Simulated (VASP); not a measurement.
# In (I4/mmm) in VASP: further runs

One crystal, In, is run at these levels: PBE+D3(BJ), PBEsol; tasks: relaxation of cell and atoms.

Program: VASP 6.6.1. These are calculated values, not measurements. Logs are shortened: lines on timing, memory, paths and dates and some standing lists are left out, and cuts for length are marked.

### 1 The structure

The structure is tetragonal, space group I4/mmm (No. 139). The conventional cell has a = 3.251 Å, b = 3.251 Å, c = 4.947 Å, α = 90.00°, β = 90.00°, γ = 90.00°. Around In (site symmetry 4/mmm) lie 12 In at 3.25 to 3.38 Å.

### 2 Relaxation of cell and atoms, PBE+D3(BJ)

INCAR reads:

```
  PREC = Accurate
  ENCUT = 600
  EDIFF = 1E-6
  ISMEAR = 1
  SIGMA = 0.1
  LREAL = F
  LASPH = T
  NELM = 80
  ALGO = Normal
  ISIF = 3
  LWAVE = F
  LCHARG = F
  GGA = PE
  IVDW = 12
  IBRION = 2
  NSW = 90
  EDIFFG = -0.01
```

KPOINTS reads:

```
Automatic mesh
0
Gamma
  16 16 16
```

POSCAR reads:

```
In
1.0
   -1.6254700000      1.6254700000      2.4737000000
    1.6254700000     -1.6254700000      2.4737000000
    1.6254700000      1.6254700000     -2.4737000000
In
1
Direct
    0.0000000000      0.0000000000      0.0000000000
```

Potentials or basis: VASP PAW PBE potentials, release 64 (In_d).

Run with:

```bash
cat potpaw_PBE.64/In_d/POTCAR > POTCAR
mpirun -np 1 vasp_std > vasp.out
```

OUTCAR:

```text
PREC = Accurate
   ENCUT = 600
   EDIFF = 1E-6
   ISMEAR = 1
   LREAL = F
   LASPH = T
   NELM = 80
   ISIF = 3
   GGA = PE
   IVDW = 12
   IBRION = 2
   NSW = 90
   EDIFFG = -0.01
 IVDW          = 12

 ion  position               nearest neighbor table
   1  0.000  0.000  0.000-

  LATTYP: Found a body centered tetragonal cell.
 ALAT       =     3.2509400000
 C/A-ratio  =     1.5218367611

  Lattice vectors:

 A1 = (  -1.6254700000,   1.6254700000,   2.4737000000)
 A2 = (   1.6254700000,  -1.6254700000,   2.4737000000)
 A3 = (   1.6254700000,   1.6254700000,  -2.4737000000)

Analysis of symmetry for initial positions (statically):
=====================================================================
 Subroutine PRICEL returns:
 Original cell was already a primitive cell.

 Routine SETGRP: Setting up the symmetry group for a
 body centered tetragonal supercell.

 Subroutine GETGRP returns: Found 16 space group operations
 (whereof 16 operations were pure point group operations)
 out of a pool of 16 trial point group operations.

The static configuration has the point symmetry D_4h.

Analysis of symmetry for dynamics (positions and initial velocities):
=====================================================================
 Subroutine PRICEL returns:
 Original cell was already a primitive cell.

 Routine SETGRP: Setting up the symmetry group for a
 body centered tetragonal supercell.

 Subroutine GETGRP returns: Found 16 space group operations
 (whereof 16 operations were pure point group operations)
 out of a pool of 16 trial point group operations.

The dynamic configuration has the point symmetry D_4h.

 Subroutine INISYM returns: Found 16 space group operations
 (whereof 16 operations are pure point group operations),
 and found     1 'primitive' translations

----------------------------------------------------------------------------------------

                                     Primitive cell

  volume of cell :      26.1436

  direct lattice vectors                    reciprocal lattice vectors
    -1.625470000  1.625470000  2.473700000     0.000000000  0.307603339  0.202126369
     1.625470000 -1.625470000  2.473700000     0.307603339  0.000000000  0.202126369
     1.625470000  1.625470000 -2.473700000     0.307603339  0.307603339  0.000000000

  length of vectors
     3.376906444  3.376906444  3.376906444     0.368069129  0.368069129  0.435016814

  position of ions in fractional coordinates (direct lattice)
     0.000000000  0.000000000  0.000000000

  ion indices of the primitive-cell ions
   primitive index   ion index
                 1           1

----------------------------------------------------------------------------------------

 KPOINTS: Automatic mesh

Automatic generation of k-mesh.
 Grid dimensions read from file:
 generate k-points for:   16   16   16

 Generating k-lattice:

  Cartesian coordinates                     Fractional coordinates (reciprocal lattice)
     0.000000000  0.019225209  0.012632898     0.062500000  0.000000000 -0.000000000
     0.019225209  0.000000000  0.012632898     0.000000000  0.062500000 -0.000000000
     0.019225209  0.019225209  0.000000000     0.000000000  0.000000000  0.062500000

  Length of vectors
     0.023004321  0.023004321  0.027188551

  Shift w.r.t. Gamma in fractional coordinates (k-lattice)
     0.000000000  0.000000000  0.000000000

 Subroutine IBZKPT returns following result:
 ===========================================

 Found    349 irreducible k-points:

 Following reciprocal coordinates:
            Coordinates               Weight
  0.000000  0.000000  0.000000      1.000000
[... 50 lines left out ...]
   POTIM  = 0.5000    time-step for ionic-motion
   TEBEG  =    0.0;   TEEND  =   0.0 temperature during run
   PSTRESS=    0.0 pullay stress
   NELECT =      13.0000    total number of electrons
   NUPDOWN=      -1.0000    fix difference up-down
   EMIN   =  10.00;   EMAX   =-10.00  energy-range for DOS
   EFERMI =   0.00;   METHOD = LEGACY
   ISMEAR =     1;   SIGMA  =   0.10  broadening in eV -4-tet -1-fermi 0-gaus
   EFERMI_NEDOS =   21; number of points for ismear=-14 and -15
   IALGO  =     38    algorithm
   IMIX   =      4    mixing-type and parameters
     AMIX     =   0.40;   BMIX     =  1.00
     AMIX_MAG =   1.60;   BMIX_MAG =  1.00
  volume/ion in A,a.u.               =      26.14       176.43
  Fermi-wavevector in a.u.,A,eV,Ry     =   1.296983  2.450943 22.887245  1.682165
  Thomas-Fermi vector in A             =   2.428405
   LORBIT       =      0    0 simple, 1 ext, 2 COOP (PROOUT), +10 PAW based schemes
   GGA     = PE    functional components
   LHFCALC =     F    Hartree Fock is set to
   AEXX    =    0.0000 exact exchange contribution
   IVDW    =    12    specifies the selected vdW correction
   LEPSILON=     F    determine dielectric tensor
   LRPA    =     F    only Hartree local field effects (RPA)
 conjugate gradient relaxation of ions
 non-spin polarized calculation
 Methfessel and Paxton  Order N= 1 SIGMA  =   0.10
  energy-cutoff  :      600.00
  volume of cell :       26.14
 maximum number of plane-waves:       901
   NGX = 13   NGY = 13   NGZ = 13

--------------------------------------- Ionic step        1  -------------------------------------------

 number of electron      13.0000006 magnetization

 Free energy of the ion-electron system (eV)
  ---------------------------------------------------
  ext. energy  EPLUGINS =         0.00000000
  ---------------------------------------------------
  free energy    TOTEN  =        -2.55188971 eV

  energy without entropy =       -2.55219153  energy(sigma->0) =       -2.55199031

------------------------ aborting loop because EDIFF is reached ----------------------------------------

 Edisp (eV)   -0.33841

 E8    (eV) :    -0.1689

  FORCE on cell =-STRESS in cart. coord.  units (eV):
  Direction    XX          YY          ZZ          XY          YZ          ZX
  --------------------------------------------------------------------------------------
  -------------------------------------------------------------------------------------
  Total      -0.03030    -0.03030    -0.02086     0.00000     0.00000     0.00000
  in kB      -1.85684    -1.85684    -1.27823     0.00000     0.00000     0.00000
  external pressure =       -1.66 kB  Pullay stress =        0.00 kB

 VOLUME and BASIS-vectors are now :
 -----------------------------------------------------------------------------
  energy-cutoff  :      600.00
  volume of cell :       26.14
      direct lattice vectors                 reciprocal lattice vectors
    -1.625470000  1.625470000  2.473700000     0.000000000  0.307603339  0.202126369
     1.625470000 -1.625470000  2.473700000     0.307603339  0.000000000  0.202126369
     1.625470000  1.625470000 -2.473700000     0.307603339  0.307603339  0.000000000

 POSITION                                       TOTAL-FORCE (eV/Angst)
 -----------------------------------------------------------------------------------
      0.00000      0.00000      0.00000        -0.000000      0.000000      0.000000
 -----------------------------------------------------------------------------------
    total drift:                                0.000000     -0.000000     -0.000000

  FREE ENERGIE OF THE ION-ELECTRON SYSTEM (eV)
  ---------------------------------------------------
  free  energy   TOTEN  =        -2.8902986257 eV

  energy  without entropy=       -2.8906004462  energy(sigma->0) =       -2.89039923

--------------------------------------- Ionic step        2  -------------------------------------------

 number of electron      13.0000006 magnetization

 Free energy of the ion-electron system (eV)
  ---------------------------------------------------
  ext. energy  EPLUGINS =         0.00000000
  ---------------------------------------------------
  free energy    TOTEN  =        -2.55056728 eV

  energy without entropy =       -2.55082435  energy(sigma->0) =       -2.55065297

 E-fermi :   7.6239     XC(G=0): -10.2752

 val. band max:        7.6205946523   @ k =  -0.2500  -0.4375   0.1875
 cond. band min:       7.6375424631   @ k =  -0.3750   0.3750   0.2500
 fundamental gap:      0.0169478108
 Fermi energy:         7.6238712163

 k-point     1 :       0.0000    0.0000    0.0000
  band No.  band energies     occupation
      1      -7.1384      2.00000
      2      -7.0308      2.00000
      3      -7.0308      2.00000
      4      -6.9495      2.00000
      5      -6.8439      2.00000
      6      -2.0016      2.00000
      7      18.1576      0.00000
      8      18.1576      0.00000
      9      18.3339      0.00000
     10      19.1636      0.00000
[... 287 lines left out ...]
 k-point    24 :      -0.0625    0.0625    0.0000
  band No.  band energies     occupation
      1      -7.1214      2.00000
      2      -7.0400      2.00000
      3      -7.0206      2.00000
      4      -6.9450      2.00000
      5      -6.8511      2.00000
      6      -1.8816      2.00000
      7      17.3879      0.00000
      8      17.5720      0.00000
      9      17.7105      0.00000
     10      18.6151      0.00000

 [... further k-points ...]

------------------------ aborting loop because EDIFF is reached ----------------------------------------

 Edisp (eV)   -0.33978

 E8    (eV) :    -0.1696

  FORCE on cell =-STRESS in cart. coord.  units (eV):
  Direction    XX          YY          ZZ          XY          YZ          ZX
  --------------------------------------------------------------------------------------
  -------------------------------------------------------------------------------------
  Total      -0.00592    -0.00592     0.00374     0.00000     0.00000     0.00000
  in kB      -0.36436    -0.36436     0.23024     0.00000     0.00000     0.00000
  external pressure =       -0.17 kB  Pullay stress =        0.00 kB

 VOLUME and BASIS-vectors are now :
 -----------------------------------------------------------------------------
  energy-cutoff  :      600.00
  volume of cell :       26.04
      direct lattice vectors                 reciprocal lattice vectors
    -1.623094037  1.623094037  2.471210908     0.000000000  0.308053624  0.202329958
     1.623094037 -1.623094037  2.471210908     0.308053624  0.000000000  0.202329958
     1.623094037  1.623094037 -2.471210908     0.308053624  0.308053624  0.000000000

 POSITION                                       TOTAL-FORCE (eV/Angst)
 -----------------------------------------------------------------------------------
      3.24619      0.00000      0.00000        -0.000000      0.000000      0.000000
 -----------------------------------------------------------------------------------
    total drift:                                0.000000     -0.000000     -0.000000

  FREE ENERGIE OF THE ION-ELECTRON SYSTEM (eV)
  ---------------------------------------------------
  free  energy   TOTEN  =        -2.8903492457 eV

  energy  without entropy=       -2.8906063238  energy(sigma->0) =       -2.89043494

 reached required accuracy - stopping structural energy minimisation
```

Wall time 3.1 min (1 thread of Intel Xeon Platinum 8375C at 2.90GHz (Ice Lake), shared host); peak memory 0.26 GiB.

What came out:

* Free energy: -2.8903 eV
* Relaxed volume: 26.04 Å³/atom
* Relaxed cell: a = 3.373 Å, b = 3.373 Å, c = 3.373 Å, α = 122.47°, β = 122.47°, γ = 85.78°
* Space group after relaxing (to 0.05 Å): I4/mmm (No. 139)
* Energy gained by relaxing: 0.1 meV/atom
* Ionic steps: 2
* Pressure after relaxing: 0.0 GPa
* Band gap on the k mesh: none (metal or under the smearing width)
* Dispersion energy per atom: -0.340 eV

Final structure:
```
In
1.0
    -1.62309    1.62309    2.47121
     1.62309   -1.62309    2.47121
     1.62309    1.62309   -2.47121
In
1
Direct
  0.00000 0.00000 0.00000
```

Levels at points of the mesh, in eV from the Fermi level:
```
           k point  band 4  band 5  band 6  band 7  band 8  band 9
(0.00, 0.00, 0.00)  -14.57  -14.47   -9.63   10.53   10.53   10.71
(0.50, 0.00, 0.00)  -14.38  -14.34   -4.36   -3.44    7.51    9.15
(0.50, 0.50, 0.00)  -14.36  -14.27   -2.02   -1.68    3.48    3.91
(0.50, 0.50, 0.50)  -14.33  -14.33   -2.98   -2.74    4.70    4.70
```

Caveat: pairwise dispersion overbinds metals, which lowers pressure and volume.

### 3 Relaxation of cell and atoms, PBE+D3(BJ)

This run uses another cell than the first one, of 26.04 Å³/atom, 0.996 times its volume.

Edit INCAR of step 2 so:

```diff
@@ -2,3 +2,3 @@
   ENCUT = 600
-  EDIFF = 1E-6
+  EDIFF = 1E-7
   ISMEAR = 1
@@ -16,2 +16,2 @@
   NSW = 90
-  EDIFFG = -0.01
+  EDIFFG = -0.005
```

KPOINTS is that of step 2.

POSCAR reads:

```
In                                      
1.0
   -1.6230940373      1.6230940373      2.4712109085
    1.6230940373     -1.6230940373      2.4712109085
    1.6230940373      1.6230940373     -2.4712109085
  In            
     1
Direct
     0.0000000000000000    1.0000000000000000    1.0000000000000000
```

Potentials or basis: VASP PAW PBE potentials, release 64 (In_d).

Run with:

```bash
cat potpaw_PBE.64/In_d/POTCAR > POTCAR
mpirun -np 1 vasp_std > vasp.out
```

Wall time 2 min (1 thread of Intel Xeon Platinum 8375C at 2.90GHz (Ice Lake), shared host); peak memory 0.25 GiB.

Results (log left out):

* Free energy: -2.8903 eV
* Pressure after relaxing: 0.0 GPa
* Band gap on the k mesh: none (metal or under the smearing width)
* Dispersion energy per atom: -0.340 eV

Final structure:
```
CELL_PARAMETERS angstrom
-1.62309 1.62309 2.47121
1.62309 -1.62309 2.47121
1.62309 1.62309 -2.47121
ATOMIC_POSITIONS crystal
In 0.00000 0.00000 0.00000
```

Levels at points of the mesh, in eV from the Fermi level:
| k point | band 4 | band 5 | band 6 | band 7 | band 8 | band 9 |
| --- | --- | --- | --- | --- | --- | --- |
| (0.00, 0.00, 0.00) | -14.57 | -14.47 | -9.63 | 10.53 | 10.53 | 10.71 |
| (0.50, 0.00, 0.00) | -14.38 | -14.34 | -4.36 | -3.44 | 7.51 | 9.15 |
| (0.50, 0.50, 0.00) | -14.36 | -14.27 | -2.02 | -1.68 | 3.48 | 3.91 |
| (0.50, 0.50, 0.50) | -14.33 | -14.33 | -2.98 | -2.74 | 4.70 | 4.70 |

Caveat: the relaxation stopped at its first step, so nothing moved; pairwise dispersion overbinds metals, which lowers pressure and volume.

(Part 1 of 2 ends here.)
